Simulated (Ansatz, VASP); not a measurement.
# PbS: VASP beside Ansatz

Contents of INCAR:

```
SYSTEM = PbS
PREC = Accurate ; ENCUT = 520
EDIFF = 1E-6 ; ISMEAR = -1
SIGMA = 0.02 ; LREAL = .FALSE.
LASPH = .TRUE. ; NELM = 60
ALGO = Fast ; ISIF = 2
LWAVE = .FALSE. ; LCHARG = .FALSE.
GGA = PE ; NBANDS = 17
```

Contents of KPOINTS:

```
regular mesh
0
G
  6 6 6
  0 0 0
```

The input POSCAR:

```
PbS
1.0
   -0.0541360310      3.2468414662      3.2468414662
    3.2468414662     -0.0541360310      3.2468414662
    3.2468414662      3.2468414662     -0.0541360310
Pb S
1 1
Direct
   -0.0016790097     -0.0016790097     -0.0016790097
    0.2516790097      0.2516790097      0.2516790097
```

Input for Ansatz:

```yaml
crystal:
  lattice:
    - [-0.054136031, 3.2468414662, 3.2468414662]
    - [3.2468414662, -0.054136031, 3.2468414662]
    - [3.2468414662, 3.2468414662, -0.054136031]
  atoms:
    - { symbol: Pb, position: [-0.0016790097, -0.0016790097, -0.0016790097] }
    - { symbol: S, position: [0.2516790097, 0.2516790097, 0.2516790097] }
kpoints:
  mp_grid: { grid: [6, 6, 6] }
  band_path:
    path:
      - [0.0, 0.0, 0.0]
      - [-0.5, -0.5, 0.0]
      - [-0.375, -0.375, 0.25]
      - [-0.375, 0.0, 0.375]
      - [0.0, 0.0, 0.5]
      - [-0.5, -0.25, 0.25]
      - [0.239583, -0.5, -0.239583]
      - [0.0, 0.5, 0.5]
    npoints: 1
hamiltonian:
  xc: pbe
scf:
  occupations: { method: fermi_dirac, width: 0.02 }
  n_extra_bands: 4
output:
  forces: true
  stress: true
  eigenvalues: true
  write_density: true
  write_potential: true
  elf: true
  volumetric_format: npy
```

Change from the starting cell: shear_111 strain -2.5%.

Alike in both runs: task single point; functional PBE; k mesh 6 × 6 × 6; occupations fermi-dirac, width 0.02 eV; no spin polarisation.

|  | VASP | Ansatz |
| --- | --- | --- |
| version | VASP 6.6.1 | Ansatz 0.2.0 |
| potentials or method | VASP PAW PBE potentials, release 64 (Pb_d, S) | plane waves, PAW |
| plane-wave cutoff (eV) | 520 | 420 |
| valence electrons in the cell | 20 | 20 |

|  | VASP | Ansatz | Ansatz less VASP |
| --- | --- | --- | --- |
| gap on the k mesh at the Fermi level (eV) | 0.87 | 0.87 | -0.004 |
| pressure (GPa) | 1.7 | 1.7 | +0.05 |
| largest component of the traceless stress (GPa) | 0.14 | 0.14 | +0.001 |

With one functional, cell and mesh, what is left measures potentials, basis and numerics.

Caveats: spin-orbit coupling is left out, which as a rule narrows the gap of such compounds by several tenths of an eV. A k mesh can miss the band edges.
